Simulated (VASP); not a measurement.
The system is Mg3Sb2.

```xyz
5
Lattice="4.5820 0.0000 0.0000 -2.2910 3.9681 0.0000 0.0000 0.0000 7.2440" Properties=species:S:1:pos:R:3 pbc="T T T"
Sb    2.2910    1.3227    5.5417
Sb    0.0000    2.6454    1.7023
Mg    0.0000    0.0000    0.0000
Mg    2.2910    1.3227    2.6803
Mg    0.0000    2.6454    4.5637
```

Base run:

| Quantity | Value |
| --- | --- |
| Program | VASP 6.6.1 |
| Functional | TPSS |
| Potentials or basis | VASP PAW PBE potentials, release 64 (Sb, Mg) |
| Cutoff | 520 eV |
| k mesh | 7 × 7 × 4 |
| Occupations | fermi-dirac, width 0.05 eV |
| Spin | no spin polarisation |

Its results: band gap on the k mesh 0.52 eV, indirect (least direct gap 1.40 eV); pressure 0.7 GPa; largest force 0.487 eV/Å.

Task: The run is repeated on the same cell with these changes: functional from TPSS to SCAN. What comes out?

Result: Band gap on the k mesh 0.64 eV, indirect (least direct gap 1.60 eV); pressure -0.2 GPa; largest force 0.378 eV/Å.

Caveats: the PAW data sets were made with another functional, which shifts forces and pressure a little; spin-orbit coupling is left out, which moves the levels of the heavy elements; the mesh misses the band edges, which the band path finds closer together.

Not every run made on this cell is shown here.
